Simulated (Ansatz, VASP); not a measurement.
KBr: VASP beside Ansatz

```
CELL_PARAMETERS angstrom
0.00000 3.65172 3.65172
3.65172 0.00000 3.65172
3.65172 3.65172 0.00000
ATOMIC_POSITIONS crystal
K 0.00000 0.00000 0.00000
Br 0.25000 0.25000 0.25000
```

Change from the starting cell: volume scaled by 0.95.

Alike in both runs: task single point; functional PBE; k mesh 11 × 11 × 11; occupations fermi-dirac, width 0.08 eV; no spin polarisation.

```csv
,VASP,Ansatz
version,VASP 6.6.1,Ansatz 0.2.0
potentials or method,"VASP PAW PBE potentials, release 64 (K_sv, Br), cutoff 520 eV","all-electron LAPW, scalar-relativistic"
```

```csv
,VASP,Ansatz,Ansatz less VASP
gap on the k mesh at the Fermi level (eV),4.33,4.33,+0.001
pressure (GPa),0.6,0.6,-0.02
```

Ansatz ran all-electron here, so the differences hold the error of VASP's frozen core and of both bases.

Caveats: an odd mesh through Γ misses points on the zone boundary, where band edges often lie.
